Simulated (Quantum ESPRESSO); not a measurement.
This Quantum ESPRESSO 7.5 run on Tb needs a look.

Contents of pw.in:

```
&CONTROL
  calculation = 'scf'
  prefix = 'pwscf'
  outdir = './tmp'
  pseudo_dir = './pseudo'
  tprnfor = .true.
  tstress = .true.
  disk_io = 'low'
/
&SYSTEM
  ibrav = 0
  nat = 1
  ntyp = 1
  ecutwfc = 50
  ecutrho = 300
  nbnd = 16
  input_dft = 'vdw-df-cx'
  occupations = 'smearing'
  smearing = 'fd'
  degauss = 0.00183747
  nspin = 2
  starting_magnetization(1) = 0.3158
  tot_charge = 5
/
&ELECTRONS
  conv_thr = 2d-10
  electron_maxstep = 60
  mixing_beta = 0.3
/
ATOMIC_SPECIES
Tb   158.9254 Tb.GGA_PBE-JTH.UPF
CELL_PARAMETERS angstrom
  -2.1058560019    2.1058560019    2.1058560019
   2.1058560019   -2.1058560019    2.1058560019
   2.1058560019    2.1058560019   -2.1058560019
ATOMIC_POSITIONS crystal
Tb     0.0000000000    0.0000000000    0.0000000000
K_POINTS automatic
9 9 9 0 0 0
```

Potentials or basis: JTH 2.0 PBE.

The run is started by

```console
$ OMP_NUM_THREADS=1 pw.x -in pw.in > pw.out
```

pw.out:

```text
This program is part of the open-source Quantum ESPRESSO suite
     for quantum simulation of materials; please cite
         "P. Giannozzi et al., J. Phys.:Condens. Matter 21 395502 (2009);
         "P. Giannozzi et al., J. Phys.:Condens. Matter 29 465901 (2017);
         "P. Giannozzi et al., J. Chem. Phys. 152 154105 (2020);
     in publications or presentations arising from this work. More details at

     file Tb.GGA_PBE-JTH.UPF: wavefunction(s)  5S 6S 5P 0P 5D 0D 4F 0F renormalized

     IMPORTANT: XC functional enforced from input :
     Exchange-correlation= VDW-DF-CX
                           (   1   4  27   0   1   0   0)
     Any further DFT definition will be discarded
     Please, verify this is what you really want

     Message from routine setup:
     using ibrav=0 with symmetry is DISCOURAGED, use correct ibrav instead

     Subspace diagonalization in iterative solution of the eigenvalue problem:
     a serial algorithm will be used

[... 357 lines left out ...]

     End of self-consistent calculation

[... 354 lines left out ...]
     the Fermi energy is   -18.6476 ev

!    total energy              =    -724.91742568 Ry
     total all-electron energy =      -724.917426 Ry
     estimated scf accuracy    <          8.7E-11 Ry
     smearing contrib. (-TS)   =      -0.00351457 Ry
     internal energy E=F+TS    =    -724.91391110 Ry

     The total energy is F=E-TS. E is the sum of the following terms:
     one-electron contribution =    -137.56007424 Ry
     hartree contribution      =      59.31423756 Ry
     xc contribution           =     -19.57610762 Ry
     ewald contribution        =    -165.06674368 Ry
     one-center paw contrib.   =    -462.02522312 Ry

     total magnetization       =     6.00 Bohr mag/cell
     absolute magnetization    =     6.03 Bohr mag/cell

     convergence has been achieved in  18 iterations

     negative rho (up, down):  3.520E-06 0.000E+00

     Forces acting on atoms (cartesian axes, Ry/au):

     atom    1 type  1   force =     0.00000000    0.00000000    0.00000000

     Total force =     0.000000     Total SCF correction =     0.000000

     Computing stress (Cartesian axis) and pressure

     negative rho (up, down):  3.520E-06 0.000E+00
          total   stress  (Ry/bohr**3)                   (kbar)     P=    -3416.94
  -0.02322789  -0.00000000  -0.00000000        -3416.94       -0.00       -0.00
  -0.00000000  -0.02322789  -0.00000000           -0.00    -3416.94       -0.00
  -0.00000000  -0.00000000  -0.02322789           -0.00       -0.00    -3416.94

=------------------------------------------------------------------------------=
   JOB DONE.
=------------------------------------------------------------------------------=
```

Task: How did it end, and where is the flaw?

Result: The run converged. The input holds a flaw that was put in on purpose: far too large a charge (tot_charge = 5). The program doesn't stop on it, so the numbers can't be trusted though the run ends normally.
